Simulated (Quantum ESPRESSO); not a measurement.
Runs of Quantum ESPRESSO 7.5 on WS2 (Tungstenite). Symmetry: P6_3/mmc, No. 194, hexagonal system. Conventional cell: a = 3.180 Å, b = 3.180 Å, c = 12.500 Å, α = 90.00°, β = 90.00°, γ = 120.00°. W (site symmetry -6m2) has 6 S at 2.41 Å as nearest neighbours. S (site symmetry 3m) is surrounded by 3 W at 2.41 Å. 

```tsv
task	level	potentials or basis	cell	k mesh	cutoff (eV)	SCF threshold	form of the LDA correlation	symmetry	mesh quality	gap on the mesh (eV)	pressure (GPa)	V0 of scaled cells (Å³/atom)	B0 (GPa)	largest force (eV/Å)
band structure	PBE	GBRV 1.5 PBE	as given	10 × 10 × 3	612	1.2e-09 Ry	-	-	not flagged	1.12	1.9	-	-	0.16
phonons	PBEsol	GBRV 1.5 PBEsol	relaxed	8 × 8 × 2, shifted	762	1.2e-09 Ry	-	-	not flagged	-	0.0	-	-	-
dielectric tensor	LDA	PseudoDojo 0.4.1 SR LDA standard	as given	4 × 4 × 2, shifted	952	1.2e-09 Ry	PW92	-	coarse	-	-6.4	-	-	0.44
phonons	PBE	JTH 2.0 PBE	relaxed	8 × 8 × 2, shifted	707	1.2e-09 Ry	-	-	not flagged	-	0.1	-	-	-
equation of state	LDA	GBRV 1.5 LDA	as given	10 × 10 × 3	762	1.2e-09 Ry	PZ81	-	not flagged	-	-	(c)	175	-
dielectric tensor	BLYP	PseudoDojo 0.4.1 SR PBE standard	as given	4 × 4 × 2, shifted	1007	1.2e-09 Ry	-	-	coarse	-	9.4	-	-	0.52
band structure	r2SCAN	SG15 PBE 1.2	as given	4 × 4 × 1	1020	1e-08 Ry	-	off	coarse	-	(a)	-	-	0.50
band structure	LDA	GBRV 1.5 LDA	as given	10 × 10 × 3	612	1.2e-09 Ry	PZ81	-	not flagged	1.04	(b)	-	-	0.31
dielectric tensor	PBE	PseudoDojo 0.4.1 SR PBE standard	as given	4 × 4 × 2, shifted	1007	1.2e-09 Ry	-	-	coarse	-	1.9	-	-	0.08
equation of state	PBE	SSSP 1.3 efficiency PBE	as given	10 × 10 × 3	748	1.2e-09 Ry	-	-	not flagged	-	-	18.53	154	-
dielectric tensor	PBEsol	PseudoDojo 0.4.1 SR PBEsol standard	as given	4 × 4 × 2, shifted	1007	1.2e-09 Ry	-	-	coarse	-	-3.1	-	-	0.21
single point	PBE	SSSP 1.3 efficiency PBE	as given	10 × 10 × 3	748	1.2e-09 Ry	-	-	not flagged	1.12	2.5	-	-	0.16
```

Alike in all rows: no spin polarisation; smearing fermi-dirac 0.05 eV.

Problem. Estimate the missing entries.

Solution. (a) -3.2; (b) -5.9; (c) 17.66.

Caveats: some runs use coarse meshes; this functional lacks dispersion, which binds the layers, so the pressure and a relaxed spacing across them are unreliable (some runs); spin-orbit coupling is left out, which moves the levels of the heavy elements (some runs); the cell is more than 3 GPa from zero pressure, which shifts response properties (some runs); the layers were relaxed without a dispersion term, so their spacing and the soft interlayer modes are unreliable (some runs); the cell was scaled at fixed shape and fractional positions, which overstates the stiffness of a crystal with free parameters, most of all of layers and chains (some runs); the potentials were made for another functional, which shifts forces and pressure (some runs); some levels on the path didn't converge (some runs).

A k mesh can miss the band edges, and the runs leave out spin-orbit coupling on W.

Not every run made on this cell is shown here.
